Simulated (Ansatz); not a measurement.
Sb:

```
Sb
1.0
     3.35453    0.00000    0.00000
    -1.67727    2.90511    0.00000
     0.00000    0.00000    5.47016
Sb
2
Direct
  0.66667 0.33333 0.75000
  0.33333 0.66667 0.25000
```

This isn't the form of Sb at room conditions, which is rhombohedral.

Base run:

- Program: Ansatz 0.2.0
- Functional: PBE
- Potentials or basis: Ansatz PAW
- Cutoff: 420 eV (not typed: the program's choice for these potentials)
- k mesh: 9 × 9 × 5
- Occupations: fermi-dirac, width 0.05 eV
- Spin: no spin polarisation

Its results: band gap on the k mesh none (metal or under the smearing width); pressure 1.5 GPa.

The run is repeated on the same cell with these changes: functional from PBE to LDA. What comes out?

Band gap on the k mesh none (metal or under the smearing width); pressure -2.7 GPa.

LDA binds more tightly than PBE, so the same cell stands under less pressure.

Caveats: spin-orbit coupling is left out, which moves the levels of the heavy elements; the PAW data sets come from PBE, with cores solved anew for the run's functional, which leaves a small shift of forces and pressure (some runs).
